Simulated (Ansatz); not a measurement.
# Elastic constants of InSb at 7 GPa (stress–strain coefficients): input and output

Theory: DFT PBE, scalar-relativistic, plane waves, PAW (Ansatz 0.2.0).

Launched with:
```bash
ansatz run input.yaml --threads 1 --pin off --max-ram 3072MiB --backend cpu --events-out ev --progress --plain --runs-dir out
```

Input (bare energies are in eV):
```yaml
crystal:
  lattice:
    - [0.0, 3.1700315912, 3.1700315912]
    - [3.1700315912, 0.0, 3.1700315912]
    - [3.1700315912, 3.1700315912, 0.0]
  atoms:
    - { symbol: In, position: [0.0, 0.0, 0.0] }
    - { symbol: Sb, position: [0.75, 0.75, 0.75] }
basis:
  ecutwfc: 420
kpoints:
  mp_grid: { grid: [12, 12, 12] }
hamiltonian:
  xc: pbe
scf:
  occupations: { method: fermi_dirac, width: 0.15 }
output:
  forces: true
  stress: true
  eigenvalues: true
elastic:
  mode: relaxed_ion
  amplitude: 0.005
```

From the output:
```
--- Elastic constants: 2 strain directions × 4 members + reference (group order 24) ---
  dense FFT box of the reference and of every strained cell: 32×32×32
  strains applied: 11, 23; error gains: componentwise 1.00 (the most a stress slope's error grows in a printed constant), spectral 1.73 (1 for all six strains in a standard setting)
  C = ∂σ_k/∂η_j (tension-positive GPa; Voigt order 11 22 33 23 13 12):
        83.486     59.987     59.987      0.000      0.000      0.000
        59.987     83.486     59.987      0.000      0.000      0.000
        59.987     59.987     83.486      0.000      0.000     -0.000
         0.000     -0.000     -0.000     25.719      0.000      0.000
        -0.000     -0.000     -0.000     -0.000     25.719      0.000
         0.000     -0.000     -0.000      0.000      0.000     25.719
  reference stress σ⁰ (GPa):     -6.993     -6.993     -6.993     -0.000      0.000     -0.000
  C* (energy form; C + prestress term) asymmetry max|C*_kj − C*_jk| = 7.105e-15 GPa — a small one proves nothing (zero by symmetry where the batch's group is 432, −43m or m−3m); a large one is finite-difference/SCF noise where every solve ...
  moduli (Voigt/Reuss/Hill, GPa): K = 67.82/67.82/67.82   G = 20.13/17.43/18.78   E = 51.58   ν = 0.373
  mechanically stable: yes (min eigenvalue of sym C = 23.50 GPa)
  strain η (Voigt 11):  stress-route row diagonal C_11 = 83.49 GPa, energy-path curvature d²(F+E_count+ΔE)/dδ²/Ω₀ = 83.50 GPa
    cells at ±δ against ±2δ: C31 60.00 and 60.02 GPa, apart by 0.03 % of the column's largest entry
         δ    σ_11 (GPa) F (eV) n_scf n_hpsi n_pw
    -1.000e-2      -7.8377      -12082.3818600       9   62388   1255   relax 0 steps, max|allowed force component| 5.55e-17 eV/Å
    -5.000e-3      -7.4131      -12082.3970236       4   46691   1256   relax 0 steps, max|allowed force component| 5.55e-17 eV/Å
     5.000e-3      -6.5783      -12082.4248348       4   45421   1283   relax 0 steps, max|allowed force component| 1.46e-16 eV/Å
     1.000e-2      -6.1681      -12082.4375083       6   49919   1287   relax 0 steps, max|allowed force component| 1.46e-16 eV/Å
  strain η (Voigt 23):  stress-route row diagonal C_44 = 25.72 GPa, energy-path curvature d²(F+E_count+ΔE)/dδ²/Ω₀ = 29.22 GPa
    cells at ±δ against ±2δ: C44 25.72 and 25.71 GPa, apart by 0.02 % of the column's largest entry
         δ    σ_23 (GPa) F (eV) n_scf n_hpsi n_pw
    -1.000e-2      -0.2571      -12082.4107631       2   53843   1265   relax 4 steps, max|allowed force component| 2.70e-9 eV/Å
    -5.000e-3      -0.1286      -12082.4111983       2   53877   1264   relax 2 steps, max|allowed force component| 5.13e-6 eV/Å
     5.000e-3       0.1286      -12082.4111983       2   53667   1264   relax 2 steps, max|allowed force component| 1.24e-9 eV/Å
     1.000e-2       0.2571      -12082.4107631       2   53749   1265   relax 2 steps, max|allowed force component| 7.69e-6 eV/Å
```

The run took 3.8 min on 1 thread of Intel(R) Xeon(R) 6975P-C (Granite Rapids), on a shared host, peak memory 0.75 GiB.

With next to no gap, frequencies and elastic constants depend on the k mesh and the smearing, soft modes and shear constants most. The real crystal has changed phase below this pressure.

On the mesh the filled and empty bands stay 0.19 eV apart, little enough for the smearing to populate both, so at this level the crystal is a narrow-gap semiconductor or semimetal, not an ordinary metal; spin–orbit coupling, left out, can open or move such a gap.